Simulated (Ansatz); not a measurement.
A strain series on AgCl (zincblende): xy shear, engineering strain (angle)

Zincblende AgCl, relaxed with r2SCAN in Ansatz 0.2.0, then strained (xy shear, engineering strain (angle); angles, axes as in the cell below) with the atoms relaxed again within the symmetry that is left. It is cubic, F-43m (No. 216); a = 5.987 Å in the conventional setting, 26.82 Å³ an atom. Around Ag lie 4 Cl at 2.59 Å; around Cl lie 4 Ag at 2.59 Å. The calculation is spin-unpolarised, and the structure need not be a phase that has been made.

```
Ag Cl
1.0
     0.00000    2.99327    2.99327
     2.99327    0.00000    2.99327
     2.99327    2.99327    0.00000
Ag Cl
1 1
Direct
  0.00000 0.00000 0.00000
  0.25000 0.25000 0.25000
```

Gaps are the least over each mesh (PBE 8×8×8, r2SCAN 8×8×8, HSE06 6×6×6 when unstrained) and the special points, which keep their unstrained names; stress is the change from the unstrained cell, compression positive.

| strain (%) | gap, PBE (eV) | gap, r2SCAN (eV) | gap, HSE06 (eV) | edges, HSE06 | xy stress, r2SCAN (GPa) | energy rise, r2SCAN (meV/atom) |
| --- | --- | --- | --- | --- | --- | --- |
| -4.18 | 1.216 | 1.610 | 2.673 | Γ | +0.08 | 0.3 |
| -3.34 | 1.222 | 1.616 | – | – | +0.07 | 0.2 |
| 0.0 | 1.252 | 1.647 | 2.712 | Γ | 0.00 | 0.0 |
| +0.5 | 1.247 | 1.641 | 2.706 | Γ | -0.01 | 0.0 |
| +4.51 | 1.215 | 1.609 | 2.672 | Γ | -0.11 | 0.3 |
| +5.68 | 1.209 | 1.602 | 2.665 | Γ | -0.12 | 0.5 |

The runs are scalar-relativistic, without spin-orbit coupling.

The meshes of the hybrids are coarse, so their gaps aren't converged to the digits shown.
